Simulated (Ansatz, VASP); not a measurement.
# Two plane-wave programs on H

```xyz
4
Lattice="1.7310 -2.8683 0.0000 1.7310 2.8683 0.0000 0.0000 0.0000 6.1559" Properties=species:S:1:pos:R:3 pbc="T T T"
H     1.7310   -0.3890    6.1529
H     1.7310    0.3890    0.0030
H     1.7310    0.3890    3.0750
H     1.7310   -0.3890    3.0809
```

Change from the starting cell: strain +0.050 along x and y, -0.025 along z, atoms carried along.

Alike in both runs: task single point; functional LDA; k mesh 8 × 8 × 4; occupations gaussian, width 0.05 eV; no spin polarisation.

```csv
,VASP,Ansatz
version,VASP 6.6.1,Ansatz 0.2.0
potentials or method,"VASP PAW LDA potentials, release 64 (H)","scalar-relativistic, plane waves, PAW"
plane-wave cutoff (eV),520,420
valence electrons in the cell,4,4
```

Ansatz gave:

```
gap on the k mesh at the Fermi level (eV)       : 7.42
least direct gap on the mesh (eV)               : 7.42
pressure (GPa)                                  : -0.8
largest component of the traceless stress (GPa) : 1.01
rms of the force components (eV/Å)              : 0.169
```

Q: Estimate VASP's values.

A: gap on the k mesh at the Fermi level (eV): 7.41; least direct gap on the mesh (eV): 7.41; pressure (GPa): -0.9; largest component of the traceless stress (GPa): 0.97; rms of the force components (eV/Å): 0.159.

Atom by atom the forces differ by 0.010 eV/Å (rms over components).

A k mesh can miss the band edges.
